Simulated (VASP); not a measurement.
Runs of VASP 6.6.1 on GaN. It takes space group P6_3mc (No. 186, hexagonal). Conventional cell: a = 3.181 Å, b = 3.181 Å, c = 5.181 Å, α = 90.00°, β = 90.00°, γ = 120.00°. Ga (site symmetry 3m) is surrounded by 4 N at 1.94 to 1.95 Å. N (site symmetry 3m) is surrounded by 4 Ga at 1.94 to 1.95 Å. The cell is a database's computed one.

```tsv
level	potentials or basis	k mesh	cutoff (eV)	smearing	gap on the mesh (eV)	pressure (GPa)
PBEsol	VASP PAW PBE potentials, release 64 (Ga_d, N)	12 × 12 × 6	700	gaussian 0.02 eV	1.91	0.0
PBEsol	VASP PAW PBE potentials, release 64 (Ga_d, N)	15 × 15 × 8	520	gaussian 0.02 eV	1.91	0.2
PBEsol	VASP PAW PBE potentials, release 64 (Ga_h, N_h)	12 × 12 × 6	900	gaussian 0.02 eV	(b)	0.5
PBEsol	VASP PAW PBE potentials, release 64 (Ga_d, N)	12 × 12 × 6	520	gaussian 0.5 eV	1.91	0.2
r2SCAN	VASP PAW PBE potentials, release 64 (Ga_d, N)	12 × 12 × 6	520	gaussian 0.02 eV	2.36	(a)
```

Alike in all rows: task single point; no spin polarisation; cell as given.

Task: Estimate the missing entries.

Result: (a) 1.4; (b) 1.89.

Caveats: the PAW data sets were made with another functional, which shifts forces and pressure a little; an odd mesh through Γ misses points on the zone boundary, where band edges often lie (some runs); the cutoff is under 1.25 times the usual one of these potentials, so pressure, stress and relaxed cells hold a basis-set (Pulay) error (some runs).

A k mesh can miss the band edges, and the runs leave out spin-orbit coupling on Ga.
